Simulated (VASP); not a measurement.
# W (Im-3m) in VASP: settings compared

Aim: see how the results for W move with the level of theory and the settings. Levels: PBE, PBE+D3(BJ). Tasks: relaxation of cell and atoms.

Everything below comes from runs of VASP 6.6.1. Logs are shortened: lines on timing, memory, paths and dates and some standing lists are left out, and cuts for length are marked.

### 1 Starting point

Symmetry: Im-3m, No. 229, cubic system. Conventional cell: a = 3.185 Å, b = 3.185 Å, c = 3.185 Å, α = 90.00°, β = 90.00°, γ = 90.00°. W (site symmetry m-3m) has 8 W at 2.76 Å as nearest neighbours.

### 2 Relaxation of cell and atoms, PBE

Input file INCAR:

```
PREC = Accurate
ENCUT = 600
EDIFF = 1E-7
ISMEAR = 1
SIGMA = 0.1
LREAL = F
LASPH = T
NELM = 80
ALGO = Normal
ISIF = 3
LWAVE = F
LCHARG = F
GGA = PE
IBRION = 2
NSW = 90
EDIFFG = -0.005
KPAR = 2
```

Input file KPOINTS:

```
Automatic mesh
0
Gamma
  16 16 16
```

Input file POSCAR:

```
W                                       
1.0
   -1.5923059625      1.5923059625      1.5923059625
    1.5923059625     -1.5923059625      1.5923059625
    1.5923059625      1.5923059625     -1.5923059625
  W             
     1
Direct
     0.0000000000000000    0.0000000000000000    0.0000000000000000
```

Potentials or basis: VASP PAW PBE potentials, release 64 (W_sv).

Started as:

```sh
$ cat potpaw_PBE.64/W_sv/POTCAR > POTCAR
$ mpirun -np 2 vasp_std > vasp.out
```

OUTCAR:

```text
PREC = Accurate
   ENCUT = 600
   EDIFF = 1E-7
   ISMEAR = 1
   LREAL = F
   LASPH = T
   NELM = 80
   ISIF = 3
   GGA = PE
   IBRION = 2
   NSW = 90
   EDIFFG = -0.005

 ion  position               nearest neighbor table
   1  0.000  0.000  0.000-

  LATTYP: Found a body centered cubic cell.
 ALAT       =     3.1846119250

  Lattice vectors:

 A1 = (  -1.5923059625,   1.5923059625,   1.5923059625)
 A2 = (   1.5923059625,  -1.5923059625,   1.5923059625)
 A3 = (   1.5923059625,   1.5923059625,  -1.5923059625)

Analysis of symmetry for initial positions (statically):
=====================================================================
 Subroutine PRICEL returns:
 Original cell was already a primitive cell.

 Routine SETGRP: Setting up the symmetry group for a
 body centered cubic supercell.

 Subroutine GETGRP returns: Found 48 space group operations
 (whereof 48 operations were pure point group operations)
 out of a pool of 48 trial point group operations.

The static configuration has the point symmetry O_h .

Analysis of symmetry for dynamics (positions and initial velocities):
=====================================================================
 Subroutine PRICEL returns:
 Original cell was already a primitive cell.

 Routine SETGRP: Setting up the symmetry group for a
 body centered cubic supercell.

 Subroutine GETGRP returns: Found 48 space group operations
 (whereof 48 operations were pure point group operations)
 out of a pool of 48 trial point group operations.

The dynamic configuration has the point symmetry O_h .

 Subroutine INISYM returns: Found 48 space group operations
 (whereof 48 operations are pure point group operations),
 and found     1 'primitive' translations

----------------------------------------------------------------------------------------

                                     Primitive cell

  volume of cell :      16.1488

  direct lattice vectors                    reciprocal lattice vectors
    -1.592305963  1.592305963  1.592305963     0.000000000  0.314010003  0.314010003
     1.592305963 -1.592305963  1.592305963     0.314010003  0.000000000  0.314010003
     1.592305963  1.592305963 -1.592305963     0.314010003  0.314010003  0.000000000

  length of vectors
     2.757954828  2.757954828  2.757954828     0.444077205  0.444077205  0.444077205

  position of ions in fractional coordinates (direct lattice)
     0.000000000  0.000000000  0.000000000

  ion indices of the primitive-cell ions
   primitive index   ion index
                 1           1

----------------------------------------------------------------------------------------

 KPOINTS: Automatic mesh

Automatic generation of k-mesh.
 Grid dimensions read from file:
 generate k-points for:   16   16   16

 Generating k-lattice:

  Cartesian coordinates                     Fractional coordinates (reciprocal lattice)
     0.000000000  0.019625625  0.019625625     0.062500000  0.000000000  0.000000000
     0.019625625  0.000000000  0.019625625     0.000000000  0.062500000  0.000000000
     0.019625625  0.019625625  0.000000000     0.000000000  0.000000000  0.062500000

  Length of vectors
     0.027754825  0.027754825  0.027754825

  Shift w.r.t. Gamma in fractional coordinates (k-lattice)
     0.000000000  0.000000000  0.000000000

 Subroutine IBZKPT returns following result:
 ===========================================

 Found    145 irreducible k-points:

 Following reciprocal coordinates:
            Coordinates               Weight
  0.000000  0.000000  0.000000      1.000000
  0.062500  0.000000  0.000000     12.000000
  0.125000  0.000000  0.000000     12.000000
  0.187500  0.000000  0.000000     12.000000
  0.250000  0.000000  0.000000     12.000000
  0.312500  0.000000  0.000000     12.000000
[... 16 lines left out ...]
  0.187500  0.187500  0.000000     24.000000
  0.250000  0.187500  0.000000     48.000000
 [... further k-points ...]
   k-points           NKPTS =    145   k-points in BZ     NKDIM =    145   number of bands    NBANDS=     11
   number of dos      NEDOS =    301   number of ions     NIONS =      1
   total plane-waves  NPLWV =  13824
   dimension x,y,z NGX =    24 NGY =   24 NGZ =   24
   dimension x,y,z NGXF=    48 NGYF=   48 NGZF=   48
   ions per type =               1
   NGX,Y,Z   is equivalent  to a cutoff of  14.47, 14.47, 14.47 a.u.
   NGXF,Y,Z  is equivalent  to a cutoff of  28.93, 28.93, 28.93 a.u.
 SYSTEM =  unknown system
   PREC   = accura    normal or accurate (medium, high low for compatibility)
   ISTART =      0    job   : 0-new  1-cont  2-samecut
   ICHARG =      2    charge: 1-file 2-atom 10-const
   ISPIN  =      1    spin polarized calculation?
   LNONCOLLINEAR =      F non collinear calculations
   LSORBIT =      F    spin-orbit coupling
   LASPH  =      T    aspherical Exc in radial PAW
   ENCUT  =  600.0 eV  44.10 Ry    6.64 a.u.   5.51  5.51  5.51*2*pi/ulx,y,z
   NELM   =     80;   NELMIN=  2; NELMDL= -5     # of ELM steps
   EDIFF  = 0.1E-06   stopping-criterion for ELM
   LREAL  =      F    real-space projection
   EDIFFG = -.5E-02   stopping-criterion for IOM
   NSW    =     90    number of steps for IOM
   IBRION =      2    ionic relax: 0-MD 1-quasi-New 2-CG
   NFREE  =      1    steps in history (QN), initial steepest desc. (CG)
   ISIF   =      3    stress and relaxation
   ISYM   =      2    0-nonsym 1-usesym 2-fastsym
   POTIM  = 0.5000    time-step for ionic-motion
   TEBEG  =    0.0;   TEEND  =   0.0 temperature during run
   PSTRESS=    0.0 pullay stress
   NELECT =      14.0000    total number of electrons
   NUPDOWN=      -1.0000    fix difference up-down
   EMIN   =  10.00;   EMAX   =-10.00  energy-range for DOS
   EFERMI =   0.00;   METHOD = LEGACY
   ISMEAR =     1;   SIGMA  =   0.10  broadening in eV -4-tet -1-fermi 0-gaus
   EFERMI_NEDOS =   21; number of points for ismear=-14 and -15
   IALGO  =     38    algorithm
   IMIX   =      4    mixing-type and parameters
     AMIX     =   0.40;   BMIX     =  1.00
     AMIX_MAG =   1.60;   BMIX_MAG =  1.00
  volume/ion in A,a.u.               =      16.15       108.98
  Fermi-wavevector in a.u.,A,eV,Ry     =   1.561005  2.949872 33.153819  2.436737
  Thomas-Fermi vector in A             =   2.664134
   LORBIT       =      0    0 simple, 1 ext, 2 COOP (PROOUT), +10 PAW based schemes
   GGA     = PE    functional components
   LHFCALC =     F    Hartree Fock is set to
   AEXX    =    0.0000 exact exchange contribution
   IVDW    =     0    specifies the selected vdW correction
   LEPSILON=     F    determine dielectric tensor
   LRPA    =     F    only Hartree local field effects (RPA)
 conjugate gradient relaxation of ions
 non-spin polarized calculation
 Methfessel and Paxton  Order N= 1 SIGMA  =   0.10
  energy-cutoff  :      600.00
  volume of cell :       16.15
 maximum number of plane-waves:       556
 NGX is ok and might be reduce to    24
   NGX = 11   NGY = 11   NGZ = 11

 number of electron      14.0000002 magnetization

 Free energy of the ion-electron system (eV)
  ---------------------------------------------------
  ext. energy  EPLUGINS =         0.00000000
  ---------------------------------------------------
  free energy    TOTEN  =       -12.95682540 eV

  energy without entropy =      -12.95607885  energy(sigma->0) =      -12.95657655

 E-fermi :  11.2211     XC(G=0): -13.5350

 val. band max:       11.2175322403   @ k =  -0.3125   0.3125   0.1875
 cond. band min:      11.2421657243   @ k =   0.0625   0.0625   0.0625
 fundamental gap:      0.0246334840
 Fermi energy:        11.2210782776

 k-point     1 :       0.0000    0.0000    0.0000
  band No.  band energies     occupation
      1     -63.0270      2.00000
      2     -26.6161      2.00000
      3     -26.6161      2.00000
      4     -26.6161      2.00000
      5       1.6424      2.00000
      6       9.9801      2.00000
      7       9.9801      2.00000
      8       9.9801      2.00000
      9      13.3960      0.00000
     10      13.3960      0.00000
     11      25.6506      0.00000

 k-point     2 :       0.0625    0.0000    0.0000
  band No.  band energies     occupation
      1     -63.0224      2.00000
      2     -26.6658      2.00000
      3     -26.6317      2.00000
      4     -26.6163      2.00000
      5       1.8274      2.00000
      6       9.8679      2.00000
      7       9.9544      2.00000
      8      10.1583      2.00000
      9      13.2184     -0.00000
     10      13.3973      0.00000
     11      25.8074      0.00000

 k-point     3 :       0.1250    0.0000    0.0000
  band No.  band energies     occupation
      1     -63.0091      2.00000
      2     -26.8056      2.00000
      3     -26.6758      2.00000
      4     -26.6169      2.00000
      5       2.3571      2.00000
      6       9.5641      2.00000
      7       9.8367      2.00000
      8      10.6855      2.00000
      9      12.8714     -0.00000
     10      13.4123      0.00000
     11      26.1736      0.00000

 k-point     4 :       0.1875    0.0000    0.0000
  band No.  band energies     occupation
      1     -62.9891      2.00000
      2     -27.0103      2.00000
      3     -26.7412      2.00000
      4     -26.6179      2.00000
      5       3.1465      2.00000
      6       9.1463      2.00000
      7       9.5855      2.00000
      8      11.5387     -0.00007
      9      12.6868     -0.00000
     10      13.4660      0.00000
     11      26.3602      0.00000
[... 239 lines left out ...]
 k-point    22 :       0.4375    0.1250    0.0000
  band No.  band energies     occupation
      1     -62.8991      2.00000
      2     -27.7689      2.00000
      3     -27.0717      2.00000
      4     -26.6873      2.00000
      5       5.5362      2.00000
      6       7.8208      2.00000
      7      10.7183      2.00000
      8      13.1059     -0.00000
      9      14.6213      0.00000
     10      18.0435      0.00000
     11      21.2129      0.00000

 k-point    23 :       0.1875    0.1875    0.0000
  band No.  band energies     occupation
      1     -62.9364      2.00000
      2     -27.4481      2.00000
      3     -26.9107      2.00000
      4     -26.7045      2.00000
      5       5.2999      2.00000
      6       8.3810      2.00000
      7       8.7297      2.00000
      8      12.4655     -0.00000
      9      14.1237      0.00000
     10      14.8123      0.00000
     11      24.9176      0.00000

 k-point    24 :       0.2500    0.1875    0.0000
  band No.  band energies     occupation
      1     -62.9177      2.00000
      2     -27.5688      2.00000
      3     -27.0125      2.00000
      4     -26.7205      2.00000
      5       5.8958      2.00000
      6       8.1170      2.00000
      7       8.8903      2.00000
      8      12.7210     -0.00000
      9      14.2132      0.00000
     10      16.3539      0.00000
     11      23.4316      0.00000

 [... further k-points ...]
[... 5 lines left out ...]
  --------------------------------------------------------------------------------------
  -------------------------------------------------------------------------------------
  Total       -0.0014757     -0.0014757     -0.0014757     -0.0000000      0.0000000      0.0000000
  in kB       -0.1464143     -0.1464143     -0.1464143     -0.0000000      0.0000000      0.0000000
  external PRESSURE =      -0.1464143 kB  Pullay stress =       0.0000000 kB

 VOLUME and BASIS-vectors are now :
 -----------------------------------------------------------------------------
  energy-cutoff  :      600.00
  volume of cell :       16.15
      direct lattice vectors                 reciprocal lattice vectors
    -1.592305963  1.592305963  1.592305963     0.000000000  0.314010003  0.314010003
     1.592305963 -1.592305963  1.592305963     0.314010003  0.000000000  0.314010003
     1.592305963  1.592305963 -1.592305963     0.314010003  0.314010003  0.000000000

 POSITION                                       TOTAL-FORCE (eV/Angst)
 -----------------------------------------------------------------------------------
      0.00000      0.00000      0.00000         0.000000      0.000000     -0.000000
 -----------------------------------------------------------------------------------
    total drift:                                0.000000      0.000000     -0.000000

  FREE ENERGIE OF THE ION-ELECTRON SYSTEM (eV)
  ---------------------------------------------------
  free  energy   TOTEN  =       -12.9568253985 eV

  energy  without entropy=      -12.9560788545  energy(sigma->0) =      -12.95657655

 reached required accuracy - stopping structural energy minimisation
```

Wall time 10 s (2 MPI ranks of Intel Xeon Platinum 8488C (Sapphire Rapids), shared host); peak memory 0.15 GiB.

What came out:

```
Free energy             : -12.9568 eV
Pressure after relaxing : 0.0 GPa
Band gap on the k mesh  : none (metal or under the smearing width)
```

Final structure:
```
CELL_PARAMETERS angstrom
-1.59231 1.59231 1.59231
1.59231 -1.59231 1.59231
1.59231 1.59231 -1.59231
ATOMIC_POSITIONS crystal
W 0.00000 0.00000 0.00000
```

Levels at points of the mesh, in eV from the Fermi level:
| k point | band 3 | band 4 | band 5 | band 6 | band 7 | band 8 | band 9 | band 10 | band 11 |
| --- | --- | --- | --- | --- | --- | --- | --- | --- | --- |
| (0.00, 0.00, 0.00) | -37.84 | -37.84 | -9.58 | -1.24 | -1.24 | -1.24 | 2.17 | 2.17 | 14.43 |
| (0.50, 0.00, 0.00) | -38.23 | -37.84 | -6.20 | -3.52 | 0.57 | 2.06 | 3.01 | 5.94 | 10.74 |
| (0.50, 0.50, 0.50) | -38.69 | -38.69 | -5.73 | -5.73 | 4.99 | 4.99 | 4.99 | 8.05 | 8.05 |

Caveat: the relaxation stopped at its first step, so nothing moved.

### 3 Relaxation of cell and atoms, PBE+D3(BJ)

This run uses another cell than the first one, of 15.85 Å³/atom, 0.981 times its volume.

Input file INCAR:

```
PREC = Accurate
ENCUT = 600
EDIFF = 1E-6
ISMEAR = 1
SIGMA = 0.1
LREAL = F
LASPH = T
NELM = 80
ALGO = Normal
ISIF = 3
LWAVE = F
LCHARG = F
GGA = PE
IVDW = 12
IBRION = 2
NSW = 90
EDIFFG = -0.01
```

KPOINTS is that of step 2.

Input file POSCAR:

```
W
1.0
   -1.5823450000      1.5823450000      1.5823450000
    1.5823450000     -1.5823450000      1.5823450000
    1.5823450000      1.5823450000     -1.5823450000
W
1
Direct
    0.0000000000      0.0000000000      0.0000000000
```

Potentials or basis: VASP PAW PBE potentials, release 64 (W_sv).

Started as:

```sh
$ cat potpaw_PBE.64/W_sv/POTCAR > POTCAR
$ mpirun -np 1 vasp_std > vasp.out
```

It took 33 s on 1 thread of AMD EPYC 9R14 (Zen 4), shared host; peak memory 0.15 GiB.

Results (log left out):

| Quantity | Value |
| --- | --- |
| Free energy | -13.6471 eV |
| Relaxed volume | 15.78 Å³/atom |
| Relaxed cell | a = 2.737 Å, b = 2.737 Å, c = 2.737 Å, α = 109.47°, β = 109.47°, γ = 109.47° |
| Space group after relaxing (to 0.05 Å) | Im-3m (No. 229) |
| Energy gained by relaxing | 0.3 meV/atom |
| Ionic steps | 3 |
| Pressure after relaxing | 0.0 GPa |
| Band gap on the k mesh | none (metal or under the smearing width) |
| Dispersion energy per atom | -0.699 eV |

Step by step:
```
step  energy change (eV)  largest force (eV/Å)  pressure (GPa)  volume (Å³)
   1              0.0000                0.0000           -1.38        15.85
   2              0.0036                0.0000            5.18        15.54
   3             -0.0003                0.0000            0.03        15.78
```

Final structure:
```cif
data_structure
_symmetry_space_group_name_H-M 'P 1'
_symmetry_Int_Tables_number 1
_cell_length_a 2.7368
_cell_length_b 2.7368
_cell_length_c 2.7368
_cell_angle_alpha 109.471
_cell_angle_beta 109.471
_cell_angle_gamma 109.471
_cell_volume 15.78
loop_
_atom_site_label
_atom_site_type_symbol
_atom_site_fract_x
_atom_site_fract_y
_atom_site_fract_z
_atom_site_occupancy
W1 W 0.00000 0.00000 0.00000 1
```

Levels at points of the mesh, in eV from the Fermi level:
| k point | band 5 | band 6 | band 7 | band 8 | band 9 | band 10 |
| --- | --- | --- | --- | --- | --- | --- |
| (0.00, 0.00, 0.00) | -9.71 | -1.28 | -1.28 | -1.28 | 2.23 | 2.23 |
| (0.50, 0.00, 0.00) | -6.35 | -3.64 | 0.64 | 2.12 | 3.11 | 6.15 |
| (0.50, 0.50, 0.50) | -5.92 | -5.92 | 5.15 | 5.15 | 5.15 | 8.24 |

Caveat: pairwise dispersion overbinds metals, which lowers pressure and volume.
